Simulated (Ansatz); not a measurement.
# GaAs (F-43m) in Ansatz: further runs, part 2 of 2

Ansatz 0.2.0. Earlier steps stand in the parts before.

**3. Single point, revPBE0, 21.23 Å³/atom (volume scaled by 0.94)**

File input.yaml:

```yaml
crystal:
  lattice:
    - [0.0, 2.7691429914, 2.7691429914]
    - [2.7691429914, 0.0, 2.7691429914]
    - [2.7691429914, 2.7691429914, 0.0]
  atoms:
    - { symbol: As, position: [0.75, 0.75, 0.75] }
    - { symbol: Ga, position: [0.0, 0.0, 0.0] }
hamiltonian:
  xc: revpbe0
  pseudopotentials: { kind: paw }
kpoints:
  mp_grid: { grid: [4, 4, 4] }
scf:
  occupations: { method: fermi_dirac, width: 0.05 }
output:
  forces: true
  stress: true
  eigenvalues: true
  write_density: true
  write_potential: true
  elf: true
  volumetric_format: npy
```

Potentials or basis: Ansatz PAW.

Started as:

```console
> ansatz run input.yaml --threads 2 --pin off --max-ram 5632MiB --backend cpu --events-out ev --progress --plain --runs-dir out
```

The program printed:

```text
Warning: output.stress: scf.convergence.dr2_threshold = 1e-7 eV (the SCF's general default) is looser than the 2e-10 eV advised for a printed stress (1e-10 eV for each atom of the cell: 2). What an SCF threshold leaves in a stress goes as its square root, and in the free energy as the threshold itself, and one threshold admits the most on a small cell: of the crystals measured, under no hybrid functional and no lock of the moments, on runs that ended without the residual-converged pass, on stresses that held no estimate of that error, the worst erred by over 100 MPa in a component at 1e-7 eV an atom and by under 5 at 1e-10. Set scf.convergence.dr2_threshold to 2e-10 eV or tighter. The threshold is an SCF's pass mark: one that does not reach it within its budget of iterations ends unconverged, or closes short of it on a stop that the run arms, and scf.convergence.dr2_threshold's page says what that costs each kind of run
Warning: output.stress: scf.exx.energy_threshold = 1e-6 eV is looser than the 2e-8 eV advised for a stress under a hybrid functional (1e-8 eV for each atom of the cell: 2). Every SCF of the exchange loop can meet its threshold on dr2 while the loop round them stops early: no threshold on dr2 bounds what that leaves in the stress. Set scf.exx.energy_threshold to 2e-8 eV or tighter. The threshold is the loop's pass mark: a loop that does not reach it within its budget of cycles ends unconverged, and scf.exx.energy_threshold's page has the law
Warning: RAYON_NUM_THREADS=2 ignored (pool sized by the plan → 2); use --threads N
Engine: ansatz 0.2.0, aarch64-unknown-linux-gnu
Pseudopotentials: kind: paw
Pseudopotential: As, paw, valence charge 15, recommended cutoff 420 eV (normal), As.paw.azcp
Pseudopotential: Ga, paw, valence charge 13, recommended cutoff 420 eV (normal), Ga.paw.azcp
Functional definition: revPBE0
  parameter a = 0.25
  parameter kappa = 1.245
  parameter beta = 0.06672455060314922
  exchange = (1 - a)*pbe_x(kappa = kappa, mu = beta*pi^2/3) + a*exact_x
  correlation = pbe_c(beta = beta)
Crystal: 2 atoms, lattice volume = 42.468 Å³
Basis set: ecut = 420 eV, 869 PW (Γ), exchange–correlation on 54×54×54 points (8 copies of the dense FFT grid, shifted against one another)
Bands: 18, of which v1, the nominal top of the filled ones, is band 14 counted from 1 (13 counted from 0)
Symmetry: 24 space group operations
Space group: F-43m (ITA 216), of the structure as read, at distance tolerance 3.5e-5 Å
k-points: 8 of 64 (time reversal used)
Non-local potential: As, projectors of the file, l = 0: 2, l = 1: 2, l = 2: 3, l = 3: 1
Non-local potential: Ga, projectors of the file, l = 0: 2, l = 1: 2, l = 2: 3, l = 3: 1
PAW form: soft (Blöchl's): semilocal exchange-correlation on the pseudo side does not see the compensation charge
PAW frozen core: As, regenerated for the run's functional, and the local potential with it (the file was generated under x = pbe(κ = 0.804, μ = 0.2195149727645171), c = pbe(β = 0.06672455060314922))
PAW frozen core: Ga, regenerated for the run's functional, and the local potential with it (the file was generated under x = pbe(κ = 0.804, μ = 0.2195149727645171), c = pbe(β = 0.06672455060314922))
PAW one-centre angular grid: As, 590 points (default); XC on 64 Gauss nodes
PAW one-centre angular grid: Ga, 590 points (default); XC on 64 Gauss nodes
Initial density: superposition of atomic densities (neutral atoms: chi_scale 0, normalization atom), corrected by the library's trained network
Initial wavefunctions: pseudopotential atomic-orbital guess
Functional: x = revpbe(κ = 1.245, μ = 0.2195149727645171), c = pbe(β = 0.06672455060314922), warm-up for x = 0.75 revpbe(κ = 1.245, μ = 0.2195149727645171) + 0.25 exact, c = pbe(β = 0.06672455060314922)
SCF iter   1: F=—  HF=-8647.686396 eV  |F-HF|=—  |Δ(HF+E_count)|=         —  Δρ=3.26e-3  dr2=1.96e-3  ethr=1.77e-3  ⟨swp⟩=5.8  Hψ=561  notcnv=0
[... 32 lines left out ...]
Free energy (F): -8647.496478 eV
Frozen-core exchange: fock
Harris-Foulkes:  -8647.496478 eV  (|F-HF|=6.91e-11)
Internal energy: -8647.496478 eV  (E = F + TS)
E sigma→0 (E₀):  -8647.496478 eV
Fermi energy:    9.696872 eV
--- Per-component energies (eV) ---
  E_band       = -374.956493
  E_kinetic    = 219.944419
  E_local      = -3829.701533  (includes V_loc(G=0)·N_el)
  E_nonlocal   = -245.175731
  E_hartree    = 1945.594998
  E_xc         = -114.680367
  E_vxc        = -106.452878  (∫ρ·V_xc dr)
  E_exx        = -121.268292  (= α·E_x^exact, valence–valence)
  E_paw        = -3746.323989  (= ΣΔE_a)
  E_vpaw       = -62.224074  (= ΣTr[D̂ρ^β])
  E_aug_tail   = -0.000129  (compensation charges beyond the density's cutoff)
  E_ewald      = -2754.967391
  E_core_change = -0.918464  (= ΣΔE_core)
  E_smearing   = -0.000000  (= −TS)
  E_closure    = 0.000001  (closes the sum)
  Σ components = -8647.496478   (vs F -8647.496478, Δ=1.82e-12)
--- Forces (eV/Å), atoms counted from 1 ---
  atom   1  As     0.00000000     0.00000000    -0.00000000
  atom   2  Ga    -0.00000000     0.00000000     0.00000000
  max |Σ_I F_I| component: 2.76e-16 eV/Å
--- Stress (GPa, compression-positive) ---
        8.086074       0.000000      -0.000000
       -0.000000       8.086074       0.000000
        0.000000       0.000000       8.086074
  P = ⅓ Tr σ = 8.0861 GPa (80.861 kbar)
--- Band table (eV; the first three rows and the last of 8) ---
  k-point 0: bands = ["-30.2184", "-30.2184", "-30.2184", "-30.2047", "-30.2047", "-9.2259", "-9.2259", "-9.2259", "-9.1287", "-9.1287", "-6.1278", "8.3606", "8.3606", "8.3606", "11.1172", "13.6448", "13.6448", "13.6448"]
  k-point 1: bands = ["-30.2182", "-30.2179", "-30.2179", "-30.2045", "-30.2045", "-9.2605", "-9.2130", "-9.2130", "-9.1289", "-9.1289", "-5.3141", "3.7960", "7.5682", "7.5682", "11.6255", "14.6243", "14.6243", "16.4372"]
  k-point 2: bands = ["-30.2179", "-30.2174", "-30.2174", "-30.2043", "-30.2043", "-9.2924", "-9.2033", "-9.2033", "-9.1259", "-9.1259", "-3.9940", "0.7132", "7.0074", "7.0074", "11.1028", "14.5807", "14.5807", "17.8717"]
  k-point 7: bands = ["-30.2180", "-30.2175", "-30.2161", "-30.2048", "-30.2039", "-9.3123", "-9.1902", "-9.1752", "-9.1420", "-9.1256", "-2.9988", "0.8532", "4.1745", "4.4214", "14.6206", "15.0753", "15.7380", "16.0288"]
```

rho_z.tsv:

```text
# z_ang	rho[e/angstrom^3]
# format = ansatz-planar-average/11
# lattice	0.000000000	2.769142991	2.769142991
# lattice	2.769142991	0.000000000	2.769142991
# lattice	2.769142991	2.769142991	0.000000000
# sites	2
# site	33	4.153714487	4.153714487	4.153714487
# site	31	0.000000000	0.000000000	0.000000000
0.000000	1.477471e0
0.145043	1.275528e0
0.290086	8.870284e-1
0.435129	5.339357e-1
0.580172	3.158140e-1
0.725215	2.060620e-1
[... 19 lines left out ...]
3.626074	1.116808e0
3.771117	1.374442e0
```

v_z.tsv:

```text
# z_ang	v_es[eV]	v_tot[eV]
# format = ansatz-planar-average/11
# xc	revpbe0
# density_cutoff_ev	1680
# datasets	As=:simpson_from_first_knot:soft:fock:shift=480056	Ga=:simpson_from_first_knot:soft:fock:shift=554933
# lattice	0.000000000	2.769142991	2.769142991
# lattice	2.769142991	0.000000000	2.769142991
# lattice	2.769142991	2.769142991	0.000000000
# sites	2
# site	33	4.153714487	4.153714487	4.153714487
# site	31	0.000000000	0.000000000	0.000000000
0.000000	2.818262e0	-6.039470e0
0.145043	3.773100e0	-4.740220e0
0.290086	4.704618e0	-3.377911e0
0.435129	5.544716e0	-2.039460e0
0.580172	6.410869e0	-6.232493e-1
0.725215	7.377246e0	8.962515e-1
[... 19 lines left out ...]
3.626074	1.871759e0	-7.407815e0
3.771117	2.104556e0	-7.003434e0
```

It took 8.4 s on 2 threads of Arm Neoverse V2, shared host; peak memory 0.7 GiB.

Results:

```
Free energy            : -8647.4965 eV
Pressure               : 8.1 GPa
Band gap on the k mesh : 2.70 eV, indirect (least direct gap 2.76 eV)
```

Caveat: the k mesh is coarse (spacing up to 0.49 Å⁻¹), so the values aren't converged; the PAW data sets come from PBE, with cores solved anew for the run's functional, which leaves a small shift of forces and pressure; the thresholds are loose for stress.

**4. Single point, revPBE0, 21.69 Å³/atom (volume scaled by 0.96)**

File input.yaml:

```yaml
crystal:
  lattice:
    - [0.0, 2.7886446409, 2.7886446409]
    - [2.7886446409, 0.0, 2.7886446409]
    - [2.7886446409, 2.7886446409, 0.0]
  atoms:
    - { symbol: As, position: [0.75, 0.75, 0.75] }
    - { symbol: Ga, position: [0.0, 0.0, 0.0] }
hamiltonian:
  xc: revpbe0
  pseudopotentials: { kind: paw }
kpoints:
  mp_grid: { grid: [4, 4, 4] }
scf:
  occupations: { method: fermi_dirac, width: 0.05 }
output:
  forces: true
  stress: true
  eigenvalues: true
```

Started as:

```console
> ansatz run input.yaml --threads 2 --pin off --max-ram 5632MiB --backend cpu --events-out ev --progress --plain --runs-dir out
```

Run time: 8.5 s. Hardware: 2 threads of Arm Neoverse V2, shared host; peak memory 0.7 GiB.

Results (log left out):

- Free energy: -8647.5361 eV
- Pressure: 6.0 GPa
- Band gap on the k mesh: 2.57 eV, direct

Caveat: the k mesh is coarse (spacing up to 0.49 Å⁻¹), so the values aren't converged; the PAW data sets come from PBE, with cores solved anew for the run's functional, which leaves a small shift of forces and pressure; the thresholds are loose for stress.

**5. Single point, revPBE0, 22.14 Å³/atom (volume scaled by 0.98)**

Changes to input.yaml since step 4:

```diff
@@ -2,5 +2,5 @@
   lattice:
-    - [0.0, 2.7886446409, 2.7886446409]
-    - [2.7886446409, 0.0, 2.7886446409]
-    - [2.7886446409, 2.7886446409, 0.0]
+    - [0.0, 2.8078772807, 2.8078772807]
+    - [2.8078772807, 0.0, 2.8078772807]
+    - [2.8078772807, 2.8078772807, 0.0]
   atoms:
```

Started as:

```console
> ansatz run input.yaml --threads 2 --pin off --max-ram 5632MiB --backend cpu --events-out ev --progress --plain --runs-dir out
```

It took 8.6 s on 2 threads of Arm Neoverse V2, shared host; peak memory 0.7 GiB.

The run converged. Its results:

```yaml
Free_energy: -8647.5642 eV
Pressure: 4.1 GPa
Band_gap_on_the_k_mesh: 2.39 eV, direct
```

Caveat: the k mesh is coarse (spacing up to 0.48 Å⁻¹), so the values aren't converged; the PAW data sets come from PBE, with cores solved anew for the run's functional, which leaves a small shift of forces and pressure; the thresholds are loose for stress.

**6. Single point, revPBE0, 22.59 Å³/atom**

Changes to input.yaml since step 5:

```diff
@@ -2,5 +2,5 @@
   lattice:
-    - [0.0, 2.8078772807, 2.8078772807]
-    - [2.8078772807, 0.0, 2.8078772807]
-    - [2.8078772807, 2.8078772807, 0.0]
+    - [0.0, 2.82685, 2.82685]
+    - [2.82685, 0.0, 2.82685]
+    - [2.82685, 2.82685, 0.0]
   atoms:
@@ -19 +19,5 @@
   eigenvalues: true
+  write_density: true
+  write_potential: true
+  elf: true
+  volumetric_format: npy
```

Potentials or basis: Ansatz PAW.

Started as:

```console
> ansatz run input.yaml --threads 2 --pin off --max-ram 5632MiB --backend cpu --events-out ev --progress --plain --runs-dir out
```

It took 8.8 s on 2 threads of Arm Neoverse V2, shared host; peak memory 0.71 GiB.

It converged, with:

- Free energy: -8647.5824 eV
- Pressure: 2.3 GPa
- Band gap on the k mesh: 2.21 eV, direct

Caveat: the k mesh is coarse (spacing up to 0.48 Å⁻¹), so the values aren't converged; the PAW data sets come from PBE, with cores solved anew for the run's functional, which leaves a small shift of forces and pressure; the thresholds are loose for stress.

**7. Single point, revPBE0, 23.04 Å³/atom (volume scaled by 1.02)**

File input.yaml:

```yaml
crystal:
  lattice:
    - [0.0, 2.8455714065, 2.8455714065]
    - [2.8455714065, 0.0, 2.8455714065]
    - [2.8455714065, 2.8455714065, 0.0]
  atoms:
    - { symbol: As, position: [0.75, 0.75, 0.75] }
    - { symbol: Ga, position: [0.0, 0.0, 0.0] }
hamiltonian:
  xc: revpbe0
  pseudopotentials: { kind: paw }
kpoints:
  mp_grid: { grid: [4, 4, 4] }
scf:
  occupations: { method: fermi_dirac, width: 0.05 }
output:
  forces: true
  stress: true
  eigenvalues: true
```

Started as:

```console
> ansatz run input.yaml --threads 2 --pin off --max-ram 5632MiB --backend cpu --events-out ev --progress --plain --runs-dir out
```

It took 8.8 s on 2 threads of Arm Neoverse V2, shared host; peak memory 0.71 GiB.

Results (log left out):

```
Free energy            : -8647.5910 eV
Pressure               : 0.8 GPa
Band gap on the k mesh : 2.04 eV, direct
```

Caveat: the k mesh is coarse (spacing up to 0.48 Å⁻¹), so the values aren't converged; the PAW data sets come from PBE, with cores solved anew for the run's functional, which leaves a small shift of forces and pressure; the thresholds are loose for stress.

**8. Single point, revPBE0, 23.49 Å³/atom (volume scaled by 1.04)**

Changes to input.yaml since step 7:

```diff
@@ -2,5 +2,5 @@
   lattice:
-    - [0.0, 2.8455714065, 2.8455714065]
-    - [2.8455714065, 0.0, 2.8455714065]
-    - [2.8455714065, 2.8455714065, 0.0]
+    - [0.0, 2.8640496607, 2.8640496607]
+    - [2.8640496607, 0.0, 2.8640496607]
+    - [2.8640496607, 2.8640496607, 0.0]
   atoms:
```

Started as:

```console
> ansatz run input.yaml --threads 2 --pin off --max-ram 5632MiB --backend cpu --events-out ev --progress --plain --runs-dir out
```

It took 9.1 s on 2 threads of Arm Neoverse V2, shared host; peak memory 0.71 GiB.

Results (log left out):

```
Free energy            : -8647.5917 eV
Pressure               : -0.6 GPa
Band gap on the k mesh : 1.87 eV, direct
```

Caveat: the k mesh is coarse (spacing up to 0.47 Å⁻¹), so the values aren't converged; the PAW data sets come from PBE, with cores solved anew for the run's functional, which leaves a small shift of forces and pressure; the thresholds are loose for stress.

**9. Single point, revPBE0, 23.94 Å³/atom (volume scaled by 1.06)**

Changes to input.yaml since step 8:

```diff
@@ -2,5 +2,5 @@
   lattice:
-    - [0.0, 2.8640496607, 2.8640496607]
-    - [2.8640496607, 0.0, 2.8640496607]
-    - [2.8640496607, 2.8640496607, 0.0]
+    - [0.0, 2.8822925071, 2.8822925071]
+    - [2.8822925071, 0.0, 2.8822925071]
+    - [2.8822925071, 2.8822925071, 0.0]
   atoms:
```

Potentials or basis: Ansatz PAW.

Started as:

```console
> ansatz run input.yaml --threads 2 --pin off --max-ram 5632MiB --backend cpu --events-out ev --progress --plain --runs-dir out
```

Run time: 9.5 s. Hardware: 2 threads of Arm Neoverse V2, shared host; peak memory 0.72 GiB.

The run converged. Its results:

| Property | Result |
| --- | --- |
| Free energy | -8647.5850 eV |
| Pressure | -1.8 GPa |
| Band gap on the k mesh | 1.71 eV, direct |

Caveat: the k mesh is coarse (spacing up to 0.47 Å⁻¹), so the values aren't converged; the PAW data sets come from PBE, with cores solved anew for the run's functional, which leaves a small shift of forces and pressure; the thresholds are loose for stress.

**10. Equation of state, revPBE0**

Potentials or basis: Ansatz PAW.

This step only gathers the single runs of the series.

Results:

```
Equilibrium volume                      : 23.30 Å³/atom
Bulk modulus                            : 71 GPa
Pressure derivative of the bulk modulus : 4.6
```

Energy against volume, from the lowest point:
```csv
volume (Å³/atom),energy (meV/atom)
21.234,47.62
21.686,27.83
22.138,13.73
22.590,4.67
23.041,0.33
23.493,0.00
23.945,3.37
```

Caveat: the k mesh is coarse (spacing up to 0.48 Å⁻¹), so the values aren't converged; the potentials were made for another functional, which shifts forces and pressure. Zero-point motion and thermal expansion aren't in these numbers.

**11. Against experiment**

Step 2. Against the measured gap of GaAs, 1.418 eV (direct; 300 K; “Evidence of valence band perturbations in GaAsN/GaAs(001): A combined variable-angle spectroscopic ellipsometry and modulated photoreflectance investigation”, 2008, arxiv:0805.2212), the calculated 0.51 eV is off by -0.90 eV. 3 values of this kind are on record (1.412 to 1.51 eV); this one was drawn at random among those near their median, those with a stated uncertainty first. Spin-orbit coupling on As, Ga is left out. The value is that of PBE, without temperature or zero-point motion. Semilocal functionals fall short of measured gaps as a rule.
